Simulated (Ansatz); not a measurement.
# Mg₂Sn: levels along high-symmetry lines

```
Mg Sn
1.0
     0.00000    3.37950    3.37950
     3.37950    0.00000    3.37950
     3.37950    3.37950    0.00000
Mg Sn
2 1
Direct
  0.25000 0.25000 0.25000
  0.75000 0.75000 0.75000
  0.00000 0.00000 0.00000
```

Atoms are numbered in the order listed.

The cell is COD entry 1537878, as deposited and not checked against the literature; nothing was relaxed.

No spin–orbit coupling, which matters for the heavy atoms here.

These are results of Ansatz 0.2.0, DFT, PBE, all-electron LAPW, scalar-relativistic, not measurements.

Sampling and basis: a Γ-centred 11×11×11 k mesh, Fermi–Dirac smearing of 0.08 eV, basis error target 0.5 meV/atom, no spin polarisation.

Points in fractions of the reciprocal vectors of this cell: Γ (0, 0, 0), X (0.5, 0, 0.5), U (0.625, 0.25, 0.625), K (0.375, 0.375, 0.75), L (0.5, 0.5, 0.5), W (0.5, 0.25, 0.75). The path joins them by straight lines in the order Γ–X–U–K–Γ–L–W–X; legs that retrace an earlier one aren't tabulated. Energies are in eV from the Fermi level.

Question: Is there a gap?

Answer: None at this level of theory (metallic, semimetallic, or a small gap that the functional closes).

Question: List the levels between -5 and 2 eV at the symmetry points.

Answer: 
Γ: 0.03 (×3), 1.45
X: -4.57, -2.08 (×2), -0.12, 0.19
U: -4.16, -3.52, -1.75, 0.41
K: -4.16, -3.52, -1.75, 0.41
L: -4.79, -0.80 (×2), 0.70
W: -3.76 (×2), -2.67
